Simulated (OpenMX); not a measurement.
Ti under changes of volume

One of the cells (17.636 Å³/atom); the others are scaled copies at fixed shape and fractional positions:

```xyz
2
Lattice="2.9500 0.0000 0.0000 -1.4750 2.5548 0.0000 0.0000 0.0000 4.6800" Properties=species:S:1:pos:R:3 pbc="T T T"
Ti    1.4750    0.8516    3.5100
Ti    0.0000    1.7032    1.1700
```

- Program: OpenMX 3.8.5
- Functional: LDA
- Potentials or basis: OpenMX 2013 LDA set, Ti7.0-s3p2d2, fixed grid of 30 × 30 × 56 points
- k mesh: 11 × 11 × 7
- Occupations: fermi-dirac, width 0.05 eV
- Spin: no spin polarisation

```tsv
volume (Å³/atom)	energy over the lowest point (meV/atom)	largest force (eV/Å)
16.577	0.00	0.029
16.930	11.89	0.028
17.283	29.09	0.026
17.636	51.03	0.024
17.988	?	?
18.341	107.71	0.022
18.694	141.39	0.020
```

Problem. What does the run at 17.988 Å³/atom give?

Solution. Energy over the lowest point 77.44 meV/atom; largest force 0.023 eV/Å.

Worked out: A Birch-Murnaghan fit of order 3 (a polynomial in V^(-2/3)) to the other rows has its minimum at 16.09 Å³/atom, just outside them, with B0 = V·E''(V) = 143 GPa and B' = 3.9 at fixed shape and positions, which overstates the stiffness. It gives 77.39 meV/atom at 17.988 Å³/atom, against the run's 77.44.

Energies are extrapolated to zero smearing.

Caveats: the basis of atomic orbitals isn't converged, which shifts pressures, moduli and gaps.
